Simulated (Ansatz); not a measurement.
**Ir: properties at the relaxed cell**

An exercise on one series of results from a longer session: the logs are not shown, and one member is left open.

The COD entry's cell or inner coordinates are ideal or old and differ from later refinements, so a difference from it is no clean test against experiment.

Computed with Ansatz 0.2.0 (DFT PBE, scalar-relativistic, plane waves, PAW, unless a step's input says otherwise).

2 further runs of the same task are left out: 2 set aside as unsound or not needed.

## Starting point

The structure is cubic, space group Fm-3m (No. 225). Conventional cell: a = 3.871 Å, b = 3.871 Å, c = 3.871 Å, α = 90.00°, β = 90.00°, γ = 90.00°. Ir (site symmetry m-3m) is surrounded by 12 Ir at 2.74 Å.

As a file:

```cif
data_structure
_symmetry_space_group_name_H-M 'P 1'
_symmetry_Int_Tables_number 1
_cell_length_a 2.7370
_cell_length_b 2.7370
_cell_length_c 2.7370
_cell_angle_alpha 60.000
_cell_angle_beta 60.000
_cell_angle_gamma 60.000
_cell_volume 14.50
loop_
_atom_site_label
_atom_site_type_symbol
_atom_site_fract_x
_atom_site_fract_y
_atom_site_fract_z
_atom_site_occupancy
Ir1 Ir 0.00000 0.00000 0.00000 1
```

It is the result of an earlier relaxation at this level (volume 14.50 Å³/atom; gap on the mesh: none (metal)).

The first run:

Input file input.yaml:

```yaml
crystal:
  lattice:
    - [0.0, 1.9353304885, 1.9353304885]
    - [1.9353304885, 0.0, 1.9353304885]
    - [1.9353304885, 1.9353304885, 0.0]
  atoms:
    - { symbol: Ir, position: [0.0, 0.0, 0.0] }
basis:
  ecutwfc: 420
kpoints:
  mp_grid: { grid: [18, 18, 18] }
  band_path:
    path:
      - [[0.0, 0.0, 0.0], [0.5, 0.0, 0.5], [0.625, 0.25, 0.625]]
      - [[0.375, 0.375, 0.75], [0.0, 0.0, 0.0], [0.5, 0.5, 0.5], [0.5, 0.25, 0.75], [0.5, 0.0, 0.5]]
    npoints: 14
hamiltonian:
  xc: pbe
scf:
  occupations: { method: gaussian, width: 0.1 }
  n_extra_bands: 6
output:
  forces: true
  stress: true
  eigenvalues: true
  populations: true
  dos: { projected: true, de: 0.02, nscf_kmesh: { grid: [27, 27, 27] } }
  bader: true
  write_density: true
  write_potential: true
  elf: true
  volumetric_format: npy
```

Started as:

```bash
> ansatz run input.yaml --threads 1 --pin off --max-ram 2560MiB --backend cpu --events-out ev --progress --plain --runs-dir out
```

Among the steps run: Static run: bands, density of states and charges; Point at V/V0 = 0.97; The cell scaled to 1.03 of its volume; The cell scaled to 0.94 of its volume; The cell scaled to 1.06 of its volume.

One table of the session follows, with a row left open; its other results are not shown here.

```
volume (Å³/atom)  energy above the lowest point (meV/atom)  pressure (GPa)
          13.628                                      63.8           25.17
          14.063                                      14.9           11.43
          14.498                                       0.0           -0.02
          14.933                                         ?               ?
          15.367                                      50.7          -17.48
```

Estimate the missing values for volume (Å³/atom) = 14.933.

Worked estimate for «energy above the lowest point (meV/atom)». A straight line through the neighbours (14.498, 0.0) and (15.367, 50.7) gives 0.0 + (50.7 − 0.0) × (14.933 − 14.498) / (15.367 − 14.498) = 25.4; a parabola fitted to 3 rows on both sides gives 12.0.

The run gave: energy above the lowest point (meV/atom): 13.6; pressure (GPa): -9.56. In «energy above the lowest point (meV/atom)» the line misses by +11.8 and the parabola by -1.6.

Limits of these values: Spin-orbit coupling is left out, which matters for the bands of Ir.
